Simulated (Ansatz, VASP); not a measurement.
## One calculation of Ti, two programs

File INCAR:

```
  PREC = Accurate
  ENCUT = 520
  EDIFF = 1E-6
  ISMEAR = -1
  SIGMA = 0.1
  LREAL = False
  LASPH = True
  NELM = 80
  ALGO = Normal
  ISIF = 2
  LWAVE = False
  LCHARG = False
  GGA = RE
  NBANDS = 12
```

The input KPOINTS:

```
Automatic mesh
0
Gamma
  15 15 15
```

Contents of POSCAR:

```
Ti
1.0
    0.0000000000      2.0159343944      2.0159343944
    2.0159343944      0.0000000000      2.0159343944
    2.0159343944      2.0159343944      0.0000000000
Ti
1
Direct
    0.0000000000      0.0000000000      0.0000000000
```

Input for Ansatz:

```yaml
crystal:
  lattice:
    - [0.0, 2.0159343944, 2.0159343944]
    - [2.0159343944, 0.0, 2.0159343944]
    - [2.0159343944, 2.0159343944, 0.0]
  atoms:
    - { symbol: Ti, position: [0.0, 0.0, 0.0] }
hamiltonian:
  xc: revpbe
  pseudopotentials:
    kind: paw
    azcp:
      Ti: "pseudopotentials/Ti.paw.azcp"
basis:
  ecutwfc: 420
  fft_grid_basis: typed
kpoints:
  mp_grid: { grid: [15, 15, 15], shift: [0, 0, 0] }
magnetization:
  spin_polarized: false
scf:
  occupations: { method: fermi_dirac, width: 0.1 }
  lower_state_search: "off"
output:
  stress: true
```

Alike in both runs: task single point; functional revPBE; k mesh 15 × 15 × 15; occupations fermi-dirac, width 0.1 eV; no spin polarisation.

|  | VASP | Ansatz |
| --- | --- | --- |
| version | VASP 6.6.1 | Ansatz 0.2.0 |
| potentials or method | VASP PAW PBE potentials, release 64 (Ti_sv) | plane waves (420 eV) with PAW, scalar-relativistic |
| plane-wave cutoff (eV) | 520 | 420 |
| valence electrons in the cell | 12 | 12 |

```csv
,VASP,Ansatz,Ansatz less VASP
pressure (GPa),9.5,9.8,+0.37
```

Caveats: the PAW data sets were made with another functional, which shifts forces and pressure a little (VASP).
